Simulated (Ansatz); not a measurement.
Working through relaxations under a series of pressures of TiO2, space group R-3m

Computed with Ansatz 0.2.0 through its Python package.

Typed at the interpreter:
```pycon
>>> import ansatz as az
>>> import numpy as np
>>> import pandas as pd
>>> def edges_and_angles(cell):
...     cell = np.asarray(cell)
...     a, b, c = np.linalg.norm(cell, axis=1)
...     cosines = cell[1] @ cell[2] / (b * c), cell[0] @ cell[2] / (a * c), cell[0] @ cell[1] / (a * b)
...     return (a, b, c, *np.degrees(np.arccos(cosines)))
...
>>> lattice = az.Lattice.of(
...     (1.49733, 0.86448, 6.98154),
...     (-1.49733, 0.86448, 6.98154),
...     (0.0, -1.72897, 6.98154),
... )
>>> sites = [
...     ('Ti', (0.0, 0.0, 0.0)),
...     ('O', (0.62047, 0.62047, 0.62047)),
...     ('O', (0.37953, 0.37953, 0.37953)),
... ]
>>> xtal = az.Crystal(lattice=lattice)
>>> for symbol, position in sites:
...     xtal = xtal.atom(symbol, position)
...
>>> [site.symbol for site in xtal.resolved().sites]
['Ti', 'O', 'O']
>>> calc = (
...     xtal.calculation()
...     .functional('pbesol')
...     .pseudopotentials('paw')
...     .basis(20 * az.Ha, xc_grid=1)
...     .kpoints(5)
...     .occupations(az.OccupationsMethod.FIXED)
...     .eigensolver('auto', full_accuracy=True)
... )
>>> # H = F + PV, with 1 GPa A^3 = 1/160.21766 eV
>>> rows = []
>>> for pressure in [0, 2, 4, 6, 8]:
...     res = calc.relax(cell=True, pressure=pressure, max_steps=40, density_extrapolation='second_order').run()
...     cell = res.lattice.cell_ang
...     n_atoms = len(res.lattice.sites)
...     volume = abs(np.linalg.det(cell)) / n_atoms
...     enthalpy = res.report['free_energy_ev'] / n_atoms + pressure * volume / 160.21766
...     rows.append((pressure, volume, enthalpy, *edges_and_angles(cell)))
...     print(f'{pressure} GPa done: {volume:.4f} A^3/atom')
...
0 GPa done: 14.8407 A^3/atom
2 GPa done: 12.1745 A^3/atom
4 GPa done: 11.6722 A^3/atom
6 GPa done: 11.3428 A^3/atom
8 GPa done: 11.1000 A^3/atom
>>> table = pd.DataFrame(rows, columns=['P_GPa', 'V_A3_atom', 'H_eV_atom', 'a', 'b', 'c', 'alpha', 'beta', 'gamma'])
>>> table.round(4)
   P_GPa  V_A3_atom  H_eV_atom       a       b       c    alpha     beta    gamma
0      0    14.8407 -1199.8079  6.1152  6.1152  6.1152  28.0017  28.0017  28.0017
1      2    12.1745 -1199.6482  5.1447  5.1447  5.1447  33.2894  33.2894  33.2894
2      4    11.6722 -1199.4997  4.9840  4.9840  4.9840  34.2752  34.2752  34.2752
3      6    11.3428 -1199.3562  4.8848  4.8848  4.8848  34.8806  34.8806  34.8806
4      8    11.1000 -1199.2162  4.8162  4.8162  4.8162  35.2857  35.2857  35.2857
>>> p, v = np.array([row[0] for row in rows], float), np.array([row[1] for row in rows])
>>> print('mean bulk modulus between rows (GPa):', np.round(-np.diff(p) / np.diff(np.log(v)), 1))
mean bulk modulus between rows (GPa): [10.1 47.5 69.9 92.4]
```

The volume falls from 14.84 Å³ an atom at 0 GPa to 11.10 at 8 GPa, by 25.2 %. Between 0 and 2 GPa, -V dP/dV is about 10 GPa, a mean over that step.

The settings weren't tested for convergence. The run is spin-unpolarised. At a fixed pressure a relaxation lowers the enthalpy F + PV, while F alone can rise. The k-point mesh is coarse, and energy and stress weren't tested for convergence. Edges and angles are those of the cell as typed, here a primitive one, not of the conventional cell. The structure comes from a database of computed cells and needn't be a stable or known phase. Symmetry holds the cell in this phase, whether or not it is the stable one at each pressure. The whole script took 110 s on 1 thread of Arm Neoverse V2, with other jobs on the host, peak memory 0.43 GiB.

(Lines on the test bed's own set-up are left out of the output.)
